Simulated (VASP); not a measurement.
Data:

```yaml
crystal:
  lattice:
    - [0.00000, 3.05911, 3.05911]
    - [3.05911, 0.00000, 3.05911]
    - [3.05911, 3.05911, 0.00000]
  atoms:
    - { symbol: Al, position: [0.00000, 0.00000, 0.00000] }
    - { symbol: Sb, position: [0.25000, 0.25000, 0.25000] }
```

These are revTPSS meta-GGA, VASP's PBE PAW potentials (set 64) (plane waves; VASP) values and carry that method's errors. Numerical set-up: 520 eV cut-off, 7×7×7 Γ-centred mesh, Gaussian smearing of 0.050 eV, potentials Al Sb.

**Question.** The job: AlSb (zinc blende), 2 atoms, revTPSS, static run, 520 eV, 7×7×7 Γ-centred mesh. Roughly how much core time does it take on a busy server core?

**Answer.** About 60 core-seconds (one run on a shared machine, a rough figure). It had 20 irreducible k-points, 8 bands, up to 1553 plane waves and 30 electronic steps.

The compound is AlSb in the zinc blende structure. This cell is one point of a volume scan, at 0.97 of the reference volume.
